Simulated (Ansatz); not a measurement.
TiH$_{2}$ (I4/mmm): electronic heat capacity and spin susceptibility from the density of states

Theory: DFT PBEsol, scalar-relativistic, plane waves, PAW in Ansatz.

Cutoff 420 eV; k points 18×18×18 on the computed 3-atom cell (Γ-centred); Gaussian smearing, width 0.10 eV; no spin polarisation.

Relaxed cell: I4/mmm, a = 3.176 Å, b = 3.176 Å, c = 4.139 Å, α = 90.00°, β = 90.00°, γ = 90.00°, 3 atoms in the primitive cell. Whether it is the stable form of this composition wasn't checked.

The density of states at the Fermi level is 0.908 states/eV in the cell of 3 atoms (1 formula unit; both spins, tetrahedra on a 27×27×27 mesh). Averaged over bins of 0.1 eV the density runs from 0.9 to 1.6 states/eV within 0.2 eV of the Fermi level, so the figure hangs on the exact place of that level.

What Sommerfeld coefficient and Pauli susceptibility does this give?

Per formula unit N(E_F) = 0.908 states/eV. γ = (π²/3) k_B² N(E_F) N_A = 2.357 mJ/(mol K²) per state/eV, so γ = 2.1 mJ/(mol K²), a mole of formula units. χ_P = μ_B² N(E_F) N_A = 3.23×10⁻⁵ emu/mol per state/eV gives 2.9×10⁻⁵ emu/mol. This is the bare band result: a measured γ of the same phase is as a rule larger by a factor 1 + λ from phonons and spin fluctuations, the spin part of χ is larger by the Stoner factor, and a measured χ also holds orbital and core terms. N(E_F) at one energy is sensitive to the mesh where the density of states has sharp peaks.

Cost: 1 run of about 0.63 core-minutes, on Arm Neoverse V1 (shared hosts).